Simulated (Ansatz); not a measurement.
A crystal relaxed with r2SCAN+rVV10 in the PAW code Ansatz has space group Cmcm (No. 63) and a = 4.275 Å, b = 11.994 Å, c = 4.433 Å.

| atom | site | x | y | z |
| --- | --- | --- | --- | --- |
| Xx | 4c | 0.5000 | 0.8716 | 0.7500 |
| Se | 4c | 0.5000 | 0.6373 | 0.7500 |

The r2SCAN gap is indirect, 1.19 eV (T–Y (0.23 of the way from T) to Σ₀–Γ (0.26 of the way from Σ₀)), below the direct gap of 1.21 eV at T–Y (0.23 of the way from T). Least and direct gap differ so little that the kind isn't settled. A second conduction valley, at T–Y (0.20 of the way from T), lies only 17 meV higher, so their order isn't settled. The HSE06 gap is indirect, 1.31 eV (T–Y (0.23 of the way from T) to Σ₀–Γ (0.26 of the way from Σ₀)), below the direct gap of 1.32 eV at T–Y (0.23 of the way from T). Least and direct gap differ so little that the kind isn't settled. A second conduction valley, at T–Y (0.23 of the way from T), lies only 10 meV higher, so their order isn't settled. With PBE0 the gap is 1.75 eV and direct, at T–Y (0.23 of the way from T). A second conduction valley, at Σ₀–Γ (0.26 of the way from Σ₀), lies only 15 meV higher, so their order isn't settled. Meshes: r2SCAN 6×6×6, HSE06 4×4×4, PBE0 4×4×4.

Q: Which element is Xx?
A. Si
B. Ge
C. C
D. Pb

A: D. Xx is Pb: PbSe (Cmcm) from a database of computed structures. Pb is surrounded by 5 Se at 2.81–3.08 Å; Se is surrounded by 5 Pb at 2.81–3.08 Å.

(Simulation; spin polarisation is off.)

Spin-orbit coupling is left out; in compounds of Pb, Bi, Tl or Hg it can lower a gap by up to about 1 eV, split its edges or invert the bands.

Where an edge lies off the special points, it is a point of the mesh or the k point where a search put PBE's edge or least direct gap, reused for the other functionals, whose own edges may lie a little apart.

The meshes of the hybrids are coarse, so their gaps aren't converged to the digits shown.
